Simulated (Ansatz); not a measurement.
# CuO under pressure: fit and missing row

CuO, Cccm, a = 4.085 Å, b = 4.101 Å, c = 5.092 Å. This isn't the usual stable structure of the compound. Ansatz: PBEsol, PAW, 420 eV, Γ-centred 14×14×8 mesh on 4 atoms, Gaussian smearing 0.10 eV; no spin polarisation. Cell and atoms are relaxed at each pressure, and no other structure is tried, so the rows at high pressure may lie past a change of phase.

| V (Å³/atom) | P (GPa) |
| --- | --- |
| 8.232 | ? |
| 9.046 | 19.99 |
| 10.059 | 10.00 |
| 10.342 | 5.00 |
| 10.528 | 2.02 |
| 10.663 | 0.00 |
| 10.809 | -2.04 |

Task: Take V0 = 10.663 Å³/atom, fit the third-order Birch–Murnaghan form to the other rows, and predict the missing pressure.

Result: With the Eulerian strain f = ½[(V0/V)^(2/3) − 1] and y = P/[3f(1 + 2f)^(5/2)], the form is the line y = B0 + 1.5 B0 (B0′ − 4) f. Rows (f, y): 0.05794, 87.4; 0.01982, 152.6; 0.01029, 153.9; 0.00427, 154.4; -0.00451, 154.2. Means f = 0.01756, y = 140.50; Σ(Δf)² = 0.002352, ΣΔfΔy = -2.701; the slope is their ratio. y = 160.7 − 1148 f GPa, so B0 = 160.7 GPa and B0′ = 4 + 2 × (-1148)/(3 × 160.7) = -0.76. At V = 8.232, f = 0.09414, y = 52.63 and P = 22.88 GPa. The run gave 40.00 GPa, so the fit is 17.12 GPa too low, 41 % of the span of the series, against an rms of 0.82 GPa on the fitted rows. The row lies outside the fitted range. A fourth-order term fitted to the same rows gives P = -17.51 GPa at this row's volume (the line 22.88, the run 40.00), no gain. Also, this row ran on the mesh 16×16×8, its neighbour on 14×14×8, which can shift it a little. With a term in f² added B0′ becomes 5.27, so this figure hangs on the form. A B0′ outside 2 to 8 is unusual except in layered or molecular crystals, and here it hangs on few rows.

Spin polarisation was left out, and a magnetic state may lie lower. The mesh isn't the same in all rows (14×14×8, 16×16×8).